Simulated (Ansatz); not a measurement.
Crystal: Ni.

```xyz
2
Lattice="2.4480 0.0000 0.0000 -1.2240 2.1201 0.0000 0.0000 0.0000 4.0728" Properties=species:S:1:pos:R:3 pbc="T T T"
Ni    1.2240    0.7067    3.0546
Ni    0.0000    1.4134    1.0182
```

This isn't the form of Ni at room conditions, which is fcc.

Base run:

| Item | Value |
| --- | --- |
| Program | Ansatz 0.2.0 |
| Functional | PBEsol |
| Potentials or basis | all-electron LAPW, scalar-relativistic |
| Cutoff | 323 eV |
| Density cutoff | 1290 eV |
| Basis error allowed | 0.001 eV/atom |
| k mesh | 12 × 12 × 7 |
| Occupations | fermi-dirac, width 0.05 eV |
| Spin | collinear spin, ferromagnetic start |
| Starting moments | [1.0, 1.0] μB |

Its results: pressure -3.0 GPa; net moment 1.30 μB per cell; site moments Ni +0.68 μB.

Q: The run is repeated on the same cell with these changes: functional from PBEsol to LDA. What comes out?

A: Pressure -11.0 GPa; net moment 1.24 μB per cell; site moments Ni +0.64 μB.

LDA binds more tightly than PBEsol, so the same cell stands under less pressure.

Not every run made on this cell is shown here.
